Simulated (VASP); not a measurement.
# Cs in VASP: notebook

One slab, Cs, is run at these levels: PBE; tasks: single point.

All numbers are computed with VASP 6.6.1; they aren't measurements. Logs are shortened: lines on timing, memory, paths and dates and some standing lists are left out, and cuts for length are marked.

## 1. Starting point

The cell holds a slab with vacuum, 4 atoms: a = 5.584 Å, b = 7.897 Å, c = 23.376 Å, α = 90.00°, β = 90.00°, γ = 90.00°.

The slab is cut from a database's or a generator's crystal, which needn't be the stable form of the element.

## 2. Single point, PBE

Input file INCAR:

```
SYSTEM = Cs
PREC = Accurate
ENCUT = 600
EDIFF = 1E-6
ISMEAR = -1
SIGMA = 0.05
LREAL = .False.
LASPH = .True.
NELM = 80
ALGO = Normal
ISIF = 2
LWAVE = .False.
LCHARG = .False.
LDIPOL = .True.
IDIPOL = 3
DIPOL = 0.5 0.5 0.500
GGA = PE
NBANDS = 26
```

Input file KPOINTS:

```
regular mesh
0
Gamma
  4 3 1
  0 0 0
```

Input file POSCAR:

```
Cs
1.0
    5.5837899523      0.0000000000      0.0000000000
    0.0000000000      7.8966714800      0.0000000000
    0.0000000000      0.0000000000     23.3756849285
Cs
4
Direct
    0.5000000000      0.5000000000      0.3208462136
    0.0000000000      0.0000000000      0.4402820712
    0.5000000000      0.5000000000      0.5597179288
    0.0000000000      0.0000000000      0.6791537864
```

Potentials or basis: VASP PAW PBE potentials, release 64 (Cs_sv).

Command:

```bash
$ cat potpaw_PBE.64/Cs_sv/POTCAR > POTCAR
$ mpirun -np 1 vasp_std > vasp.out
```

OUTCAR:

```text
SYSTEM = Cs
   PREC = Accurate
   ENCUT = 600
   EDIFF = 1E-6
   ISMEAR = -1
   LREAL = .False.
   LASPH = .True.
   NELM = 80
   ISIF = 2
   GGA = PE

 ion  position               nearest neighbor table
   1  0.500  0.500  0.321-
   2  0.000  0.000  0.440-
   3  0.500  0.500  0.560-
   4  0.000  0.000  0.679-

  LATTYP: Found a simple orthorhombic cell.
 ALAT       =     5.5837899523
 B/A-ratio  =     1.4142135624
 C/A-ratio  =     4.1863474680

  Lattice vectors:

 A1 = (   5.5837899523,   0.0000000000,   0.0000000000)
 A2 = (   0.0000000000,   7.8966714800,   0.0000000000)
 A3 = (   0.0000000000,   0.0000000000,  23.3756849285)

Analysis of symmetry for initial positions (statically):
=====================================================================
 Subroutine PRICEL returns:
 Original cell was already a primitive cell.

 Routine SETGRP: Setting up the symmetry group for a
 simple orthorhombic supercell.

 Subroutine GETGRP returns: Found  8 space group operations
 (whereof  4 operations were pure point group operations)
 out of a pool of  8 trial point group operations.

The static configuration has the point symmetry C_2v.
 The point group associated with its full space group is D_2h.

Analysis of symmetry for dynamics (positions and initial velocities):
=====================================================================
 Subroutine PRICEL returns:
 Original cell was already a primitive cell.

 Routine SETGRP: Setting up the symmetry group for a
 simple orthorhombic supercell.

 Subroutine GETGRP returns: Found  8 space group operations
 (whereof  4 operations were pure point group operations)
 out of a pool of  8 trial point group operations.

The dynamic configuration has the point symmetry C_2v.
 The point group associated with its full space group is D_2h.

 Subroutine INISYM returns: Found  8 space group operations
 (whereof  4 operations are pure point group operations),
 and found     1 'primitive' translations

----------------------------------------------------------------------------------------

                                     Primitive cell

  volume of cell :    1030.7124

  direct lattice vectors                    reciprocal lattice vectors
     5.583789952  0.000000000  0.000000000     0.179089831  0.000000000  0.000000000
     0.000000000  7.896671480  0.000000000     0.000000000  0.126635634  0.000000000
     0.000000000  0.000000000 23.375684929     0.000000000  0.000000000  0.042779495

  length of vectors
     5.583789952  7.896671480 23.375684929     0.179089831  0.126635634  0.042779495

  position of ions in fractional coordinates (direct lattice)
     0.500000000  0.500000000  0.320846214
     0.000000000  0.000000000  0.440282071
     0.500000000  0.500000000  0.559717929
     0.000000000  0.000000000  0.679153786

  ion indices of the primitive-cell ions
   primitive index   ion index
                 1           1
                 2           2
                 3           3
                 4           4

----------------------------------------------------------------------------------------

 KPOINTS: regular mesh

Automatic generation of k-mesh.
 Grid dimensions read from file:
 generate k-points for:    4    3    1

 Generating k-lattice:

  Cartesian coordinates                     Fractional coordinates (reciprocal lattice)
     0.044772458  0.000000000  0.000000000     0.250000000  0.000000000  0.000000000
     0.000000000  0.042211878  0.000000000     0.000000000  0.333333333  0.000000000
     0.000000000  0.000000000  0.042779495     0.000000000  0.000000000  1.000000000

  Length of vectors
     0.044772458  0.042211878  0.042779495

  Shift w.r.t. Gamma in fractional coordinates (k-lattice)
     0.000000000  0.000000000  0.000000000

 Subroutine IBZKPT returns following result:
 ===========================================

 Found      6 irreducible k-points:

 Following reciprocal coordinates:
            Coordinates               Weight
  0.000000  0.000000  0.000000      1.000000
  0.250000  0.000000  0.000000      2.000000
  0.500000  0.000000  0.000000      1.000000
  0.000000  0.333333  0.000000      2.000000
  0.250000  0.333333  0.000000      4.000000
  0.500000  0.333333  0.000000      2.000000
   k-points           NKPTS =      6   k-points in BZ     NKDIM =      6   number of bands    NBANDS=     26
   number of dos      NEDOS =    301   number of ions     NIONS =      4
   total plane-waves  NPLWV = 589824
   dimension x,y,z NGX =    48 NGY =   64 NGZ =  192
   dimension x,y,z NGXF=    96 NGYF=  128 NGZF=  384
   ions per type =               4
   NGX,Y,Z   is equivalent  to a cutoff of  14.29, 13.47, 13.65 a.u.
   NGXF,Y,Z  is equivalent  to a cutoff of  28.58, 26.95, 27.31 a.u.
 SYSTEM =  Cs
   PREC   = accura    normal or accurate (medium, high low for compatibility)
   ISTART =      0    job   : 0-new  1-cont  2-samecut
   ICHARG =      2    charge: 1-file 2-atom 10-const
   ISPIN  =      1    spin polarized calculation?
   LNONCOLLINEAR =      F non collinear calculations
   LSORBIT =      F    spin-orbit coupling
   LASPH  =      T    aspherical Exc in radial PAW
   ENCUT  =  600.0 eV  44.10 Ry    6.64 a.u.  11.15 15.77 46.69*2*pi/ulx,y,z
   NELM   =     80;   NELMIN=  2; NELMDL= -5     # of ELM steps
   EDIFF  = 0.1E-05   stopping-criterion for ELM
   LREAL  =      F    real-space projection
   EDIFFG = 0.1E-04   stopping-criterion for IOM
   NSW    =      0    number of steps for IOM
   IBRION =     -1    ionic relax: 0-MD 1-quasi-New 2-CG
   NFREE  =      0    steps in history (QN), initial steepest desc. (CG)
   ISIF   =      2    stress and relaxation
   ISYM   =      2    0-nonsym 1-usesym 2-fastsym
   POTIM  = 0.5000    time-step for ionic-motion
   TEBEG  =    0.0;   TEEND  =   0.0 temperature during run
   PSTRESS=    0.0 pullay stress
   NELECT =      36.0000    total number of electrons
   NUPDOWN=      -1.0000    fix difference up-down
   EMIN   =  10.00;   EMAX   =-10.00  energy-range for DOS
   EFERMI =   0.00;   METHOD = LEGACY
   ISMEAR =    -1;   SIGMA  =   0.05  broadening in eV -4-tet -1-fermi 0-gaus
   EFERMI_NEDOS =   21; number of points for ismear=-14 and -15
   IALGO  =     38    algorithm
   IMIX   =      4    mixing-type and parameters
     AMIX     =   0.40;   BMIX     =  1.00
     AMIX_MAG =   1.60;   BMIX_MAG =  1.00
  volume/ion in A,a.u.               =     257.68      1738.90
  Fermi-wavevector in a.u.,A,eV,Ry     =   0.535135  1.011258  3.896290  0.286369
  Thomas-Fermi vector in A             =   1.559859
   LORBIT       =      0    0 simple, 1 ext, 2 COOP (PROOUT), +10 PAW based schemes
   GGA     = PE    functional components
   LHFCALC =     F    Hartree Fock is set to
   AEXX    =    0.0000 exact exchange contribution
   IVDW    =     0    specifies the selected vdW correction
   LEPSILON=     F    determine dielectric tensor
   LRPA    =     F    only Hartree local field effects (RPA)
 non-spin polarized calculation
  energy-cutoff  :      600.00
  volume of cell :     1030.71
 maximum number of plane-waves:     34421
 NGX is ok and might be reduce to    48
   NGX = 23   NGY = 31   NGZ = 93

 dipolmoment           0.000000      0.000000      0.000000 electrons x Angstroem

 number of electron      35.9999998 magnetization

 dipolmoment           0.000000      0.000000     -0.000000 electrons x Angstroem

 Free energy of the ion-electron system (eV)
  ---------------------------------------------------
  ext. energy  EPLUGINS =         0.00000000
  ---------------------------------------------------
  free energy    TOTEN  =        -2.97610997 eV

  energy without entropy =       -2.92198094  energy(sigma->0) =       -2.94904546

 E-fermi :  -0.8400     XC(G=0):  -3.0788

 val. band max:       -0.8517667793   @ k =   0.0000   0.3333   0.0000
 cond. band min:      -0.7385085321   @ k =   0.2500   0.3333   0.0000
 fundamental gap:      0.1132582472
 Fermi energy:        -0.8400193342

 k-point     1 :       0.0000    0.0000    0.0000
  band No.  band energies     occupation
      1     -25.0055      2.00000
      2     -25.0055      2.00000
      3     -24.8035      2.00000
      4     -24.8006      2.00000
      5     -11.8224      2.00000
      6     -11.8201      2.00000
[... 18 lines left out ...]
     25       0.4820      0.00000
     26       0.5107      0.00000

 k-point     2 :       0.2500    0.0000    0.0000
  band No.  band energies     occupation
      1     -25.0048      2.00000
      2     -25.0048      2.00000
      3     -24.8024      2.00000
      4     -24.8003      2.00000
      5     -11.8198      2.00000
      6     -11.8181      2.00000
[... 18 lines left out ...]
     25       0.3903      0.00000
     26       0.6460      0.00000

 k-point     3 :       0.5000    0.0000    0.0000
  band No.  band energies     occupation
      1     -25.0041      2.00000
      2     -25.0041      2.00000
      3     -24.8006      2.00000
      4     -24.8006      2.00000
      5     -11.8169      2.00000
      6     -11.8169      2.00000
[... 18 lines left out ...]
     25       0.5328      0.00000
     26       0.5328      0.00000

 k-point     4 :       0.0000    0.3333    0.0000
  band No.  band energies     occupation
      1     -25.0055      2.00000
      2     -25.0055      2.00000
      3     -24.8028      2.00000
      4     -24.8014      2.00000
      5     -11.8233      2.00000
      6     -11.8221      2.00000
[... 18 lines left out ...]
     25       0.6015      0.00000
     26       0.6237      0.00000

 k-point     5 :       0.2500    0.3333    0.0000
  band No.  band energies     occupation
      1     -25.0048      2.00000
      2     -25.0048      2.00000
      3     -24.8019      2.00000
      4     -24.8009      2.00000
      5     -11.8196      2.00000
      6     -11.8188      2.00000
[... 18 lines left out ...]
     25       0.5460      0.00000
     26       0.6127      0.00000

 k-point     6 :       0.5000    0.3333    0.0000
  band No.  band energies     occupation
      1     -25.0041      2.00000
      2     -25.0041      2.00000
      3     -24.8006      2.00000
      4     -24.8006      2.00000
      5     -11.8158      2.00000
      6     -11.8158      2.00000
[... 18 lines left out ...]
     25       0.4140      0.00000
     26       0.4140      0.00000

------------------------ aborting loop because EDIFF is reached ----------------------------------------

 vacuum level on the upper side and lower side of the slab       (xc-potential included)        -0.290        -0.290

  FORCE on cell =-STRESS in cart. coord.  units (eV):
  Direction    XX          YY          ZZ          XY          YZ          ZX
  --------------------------------------------------------------------------------------
  -------------------------------------------------------------------------------------
  Total       -0.5536138     -0.5409510     -0.1520947      0.0000000      0.0000000      0.0000000
  in kB       -0.8605577     -0.8408742     -0.2364215      0.0000000      0.0000000      0.0000000
  external PRESSURE =      -0.6459512 kB  Pullay stress =       0.0000000 kB

 VOLUME and BASIS-vectors are now :
 -----------------------------------------------------------------------------
  energy-cutoff  :      600.00
  volume of cell :     1030.71
      direct lattice vectors                 reciprocal lattice vectors
     5.583789952  0.000000000  0.000000000     0.179089831  0.000000000  0.000000000
     0.000000000  7.896671480  0.000000000     0.000000000  0.126635634  0.000000000
     0.000000000  0.000000000 23.375684929     0.000000000  0.000000000  0.042779495

 POSITION                                       TOTAL-FORCE (eV/Angst)
 -----------------------------------------------------------------------------------
      2.79189      3.94834      7.50000         0.000000      0.000000      0.018865
      0.00000      0.00000     10.29189         0.000000      0.000000     -0.007044
      2.79189      3.94834     13.08379         0.000000      0.000000      0.007044
      0.00000      0.00000     15.87568         0.000000      0.000000     -0.018865
 -----------------------------------------------------------------------------------
    total drift:                                0.000000      0.000000     -0.000000

  FREE ENERGIE OF THE ION-ELECTRON SYSTEM (eV)
  ---------------------------------------------------
  free  energy   TOTEN  =        -2.9761099745 eV

  energy  without entropy=       -2.9219809413  energy(sigma->0) =       -2.94904546

 vacuum level on the upper side and lower side of the slab         0.883         0.883
```

It took 5.7 min on 1 thread of Intel Xeon Platinum 8259CL at 2.50GHz (Skylake/Cascade Lake), shared host; peak memory 1 GiB.

What came out:

```
Free energy            : -2.9761 eV
Largest force          : 0.019 eV/Å
Band gap on the k mesh : none (metal or under the smearing width)
```

Forces in eV/Å, atoms in the order of the input:
```
Cs   0.000  0.000  0.019
Cs   0.000  0.000 -0.007
Cs   0.000  0.000  0.007
Cs   0.000  0.000 -0.019
```

## 3. Single point, PBE

INCAR is that of step 2.

KPOINTS is that of step 2.

POSCAR is that of step 2.

Potentials or basis: VASP PAW PBE potentials, release 64 (Cs_sv).

Command:

```bash
$ cat potpaw_PBE.64/Cs_sv/POTCAR > POTCAR
$ mpirun -np 1 vasp_std > vasp.out
```

OUTCAR:

```text
SYSTEM = Cs
   PREC = Accurate
   ENCUT = 600
   EDIFF = 1E-6
   ISMEAR = -1
   LREAL = .False.
   LASPH = .True.
   NELM = 80
   ISIF = 2
   GGA = PE

 ion  position               nearest neighbor table
   1  0.500  0.500  0.321-
   2  0.000  0.000  0.440-
   3  0.500  0.500  0.560-
   4  0.000  0.000  0.679-

  LATTYP: Found a simple orthorhombic cell.
 ALAT       =     5.5837899523
 B/A-ratio  =     1.4142135624
 C/A-ratio  =     4.1863474680

  Lattice vectors:

 A1 = (   5.5837899523,   0.0000000000,   0.0000000000)
 A2 = (   0.0000000000,   7.8966714800,   0.0000000000)
 A3 = (   0.0000000000,   0.0000000000,  23.3756849285)

Analysis of symmetry for initial positions (statically):
=====================================================================
 Subroutine PRICEL returns:
 Original cell was already a primitive cell.

 Routine SETGRP: Setting up the symmetry group for a
[... 159 lines left out ...]

 E-fermi :  -0.8400     XC(G=0):  -3.0788

 val. band max:       -0.8517667793   @ k =   0.0000   0.3333   0.0000
 cond. band min:      -0.7385085321   @ k =   0.2500   0.3333   0.0000
 fundamental gap:      0.1132582472
 Fermi energy:        -0.8400193342

 k-point     1 :       0.0000    0.0000    0.0000
  band No.  band energies     occupation
      1     -25.0055      2.00000
      2     -25.0055      2.00000
      3     -24.8035      2.00000
      4     -24.8006      2.00000
      5     -11.8224      2.00000
      6     -11.8201      2.00000
[... 163 lines left out ...]
     25       0.4140      0.00000
     26       0.4140      0.00000

------------------------ aborting loop because EDIFF is reached ----------------------------------------

 vacuum level on the upper side and lower side of the slab       (xc-potential included)        -0.290        -0.290

  FORCE on cell =-STRESS in cart. coord.  units (eV):
  Direction    XX          YY          ZZ          XY          YZ          ZX
  --------------------------------------------------------------------------------------
  -------------------------------------------------------------------------------------
  Total       -0.5536138     -0.5409510     -0.1520947      0.0000000      0.0000000      0.0000000
  in kB       -0.8605577     -0.8408742     -0.2364215      0.0000000      0.0000000      0.0000000
  external PRESSURE =      -0.6459512 kB  Pullay stress =       0.0000000 kB

 VOLUME and BASIS-vectors are now :
 -----------------------------------------------------------------------------
  energy-cutoff  :      600.00
  volume of cell :     1030.71
      direct lattice vectors                 reciprocal lattice vectors
     5.583789952  0.000000000  0.000000000     0.179089831  0.000000000  0.000000000
     0.000000000  7.896671480  0.000000000     0.000000000  0.126635634  0.000000000
     0.000000000  0.000000000 23.375684929     0.000000000  0.000000000  0.042779495

 POSITION                                       TOTAL-FORCE (eV/Angst)
 -----------------------------------------------------------------------------------
      2.79189      3.94834      7.50000         0.000000      0.000000      0.018865
      0.00000      0.00000     10.29189         0.000000      0.000000     -0.007044
      2.79189      3.94834     13.08379         0.000000      0.000000      0.007044
      0.00000      0.00000     15.87568         0.000000      0.000000     -0.018865
 -----------------------------------------------------------------------------------
    total drift:                                0.000000      0.000000     -0.000000

  FREE ENERGIE OF THE ION-ELECTRON SYSTEM (eV)
  ---------------------------------------------------
  free  energy   TOTEN  =        -2.9761099745 eV

  energy  without entropy=       -2.9219809413  energy(sigma->0) =       -2.94904546

 vacuum level on the upper side and lower side of the slab         0.883         0.883
```

OSZICAR:

```text
N       E                     dE             d eps       ncg     rms          rms(c)
DAV:   1     0.347811738330E+03    0.34781E+03   -0.10740E+04   328   0.100E+03
DAV:   2     0.800657748917E+02   -0.26775E+03   -0.26223E+03   488   0.177E+02
DAV:   3     0.994896308374E+00   -0.79071E+02   -0.78857E+02   380   0.927E+01
[... 11 lines left out ...]
DAV:  15    -0.297599739624E+01   -0.52210E-04   -0.15157E-05   342   0.939E-03    0.342E-03
DAV:  16    -0.297609287421E+01   -0.95478E-04   -0.42659E-05   324   0.137E-02    0.166E-03
DAV:  17    -0.297610580845E+01   -0.12934E-04   -0.60571E-06   240   0.590E-03    0.117E-03
DAV:  18    -0.297610899381E+01   -0.31854E-05   -0.24980E-06   236   0.448E-03    0.473E-04
DAV:  19    -0.297610997450E+01   -0.98069E-06   -0.68984E-07   256   0.243E-03
   1 F= -.29761100E+01 E0= -.29490455E+01  d E =-.541290E-01
```

stdout:

```text
POSCAR found type information on POSCAR Cs
 POSCAR found :  1 types and       4 ions
 scaLAPACK will be used
 LDA part: xc-table for (Slater+PW92), standard interpolation
 POSCAR, INCAR and KPOINTS ok, starting setup
 FFT: planning ... GRIDC
 FFT: planning ... GRID_SOFT
 FFT: planning ... GRID
 WAVECAR not read
 entering main loop
```

It took 5.3 min on 1 thread of Intel Xeon Platinum 8259CL at 2.50GHz (Skylake/Cascade Lake), shared host; peak memory 1 GiB.

What came out:

```yaml
Free_energy: -2.9761 eV
Largest_force: 0.019 eV/Å
Band_gap_on_the_k_mesh: none (metal or under the smearing width)
```

Forces on the atoms (eV/Å):
```
Cs   0.000  0.000  0.019
Cs   0.000  0.000 -0.007
Cs   0.000  0.000  0.007
Cs   0.000  0.000 -0.019
```

Spin-orbit coupling is left out, which matters for the levels of Cs.

## 4. Single point, PBE

INCAR is that of step 3.

KPOINTS is that of step 3.

POSCAR is that of step 3.

Potentials or basis: VASP PAW PBE potentials, release 64 (Cs_sv_GW).

Command:

```bash
$ cat potpaw_PBE.64/Cs_sv_GW/POTCAR > POTCAR
$ mpirun -np 1 vasp_std > vasp.out
```

It took 7.4 min on 1 thread of Intel Xeon Platinum 8259CL at 2.50GHz (Skylake/Cascade Lake), shared host; peak memory 1.1 GiB.

Results (log left out):

```
Free energy            : -9.6709 eV
Largest force          : 0.020 eV/Å
Band gap on the k mesh : none (metal or under the smearing width)
```

Forces in eV/Å, atoms in the order of the input:
```
Cs   0.000  0.000  0.020
Cs   0.000  0.000 -0.007
Cs   0.000  0.000  0.007
Cs   0.000  0.000 -0.020
```

Levels at points of the mesh, in eV from the Fermi level:
```csv
k point,band 16,band 17,band 18,band 19,band 20,band 21
"(0.00, 0.00, 0.00)",-10.72,-1.43,-0.83,-0.01,0.49,0.71
"(0.50, 0.00, 0.00)",-10.75,-0.06,-0.06,0.33,0.33,0.99
```

Spin-orbit coupling is left out, which matters for the levels of Cs.
